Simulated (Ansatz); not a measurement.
Level of theory: DFT PBE+D3(BJ), scalar-relativistic, plane waves, PAW in Ansatz 0.2.0. Settings: cutoff 420 eV, Γ-centred meshes spaced at most about 0.3 Å⁻¹, and about 0.25 Å⁻¹ or finer for metals (2π included), Gaussian smearing. No spin polarisation.

Temperature and zero-point effects are left out.

Compare these two cells of Se, each relaxed at this level.

A.

```yaml
crystal:
  lattice:
    - [4.06668, 0.00000, 0.00000]
    - [-2.03334, 3.52185, 0.00000]
    - [0.00000, 0.00000, 5.13008]
  atoms:
    - { symbol: Se, position: [0.24735, 0.00000, 0.33333] }
    - { symbol: Se, position: [0.00000, 0.24735, 0.66667] }
    - { symbol: Se, position: [0.75265, 0.75265, 0.00000] }
```

B.

```yaml
crystal:
  lattice:
    - [4.11588, 0.00000, 0.00000]
    - [0.00000, 8.23882, 0.00000]
    - [0.00000, 0.00000, 2.71733]
  atoms:
    - { symbol: Se, position: [0.68500, 0.38090, 0.50000] }
    - { symbol: Se, position: [0.81500, 0.88090, 0.50000] }
    - { symbol: Se, position: [0.31500, 0.61910, 0.50000] }
    - { symbol: Se, position: [0.18500, 0.11910, 0.50000] }
```

Question: Which form is favoured at zero pressure, and by what margin per atom?

Answer: A is lower, by 94 meV/atom. A has the trigonal selenium type, space group P3_121 (No. 152), 24.5 Å³/atom and a gap of 0.51 eV on its mesh; B has space group Pbam (No. 55), 23.0 Å³/atom and no gap. Counting all near atoms (those within 1.25 times the shortest such distance or 1.15 times the sum of covalent radii; a plus sign parts nearer from farther groups), A has Se 2 and B has Se 1+2+2. In A, around Se lie 2 Se at 2.44 Å. In B, Se has 1 Se at 2.48 Å, 2 Se at 2.72 Å, 2 Se at 2.98 Å and 1 Se at 3.25 Å. Origin: A, reached from a cell as deposited in COD, among other starts; B, reached from a Materials Project cell.

Kohn–Sham gaps at this level usually fall short of measured ones.
